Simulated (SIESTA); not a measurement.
Crystal: TePb.

```
CELL_PARAMETERS angstrom
0.00000 3.23100 3.23100
3.23100 0.00000 3.23100
3.23100 3.23100 0.00000
ATOMIC_POSITIONS crystal
Pb 0.00000 0.00000 0.00000
Te 0.50000 0.50000 0.50000
```

| Quantity | Value |
| --- | --- |
| Program | SIESTA 5.4.2 |
| Task | relaxation of cell and atoms |
| Functional | PBE |
| Potentials or basis | PseudoDojo 0.4 standard (PBE files) |
| Basis | DZP (energy shift 0.002 Ry) |
| Grid cutoff | 750 Ry |
| Energy shift | 0.002 Ry |
| k mesh | 5 × 5 × 5 |
| Occupations | fermi-dirac, width 0.05 eV |
| Spin | no spin polarisation |

At the start: pressure 3.0 GPa; volume 33.73 Å³/atom.

Task: How do energy, volume and symmetry change on relaxing?

Result: Over 4 steps the energy falls by 20.6 meV/atom and the volume is 36.10 Å³/atom (+7.0 %); space group Fm-3m (No. 225, to 0.05 Å).

The path:
```csv
step,energy change (eV),largest force (eV/Å),pressure (GPa),volume (Å³)
1,0.0000,0.0000,2.97,67.46
2,-0.0037,0.0000,2.82,67.67
3,-0.0411,0.0000,0.16,71.87
4,-0.0413,0.0000,0.00,72.19
```

Final structure:
```
Pb Te
1.0
     0.00021    3.30497    3.30497
     3.30497    0.00021    3.30497
     3.30497    3.30497    0.00021
Pb Te
1 1
Direct
  0.00000 0.00000 0.00000
  0.50000 0.50000 0.50000
```

Caveat: semicore shells carry a single zeta, which can move pressures by several GPa and volumes by a few percent; the basis of atomic orbitals isn't converged, which shifts pressures, moduli and gaps.
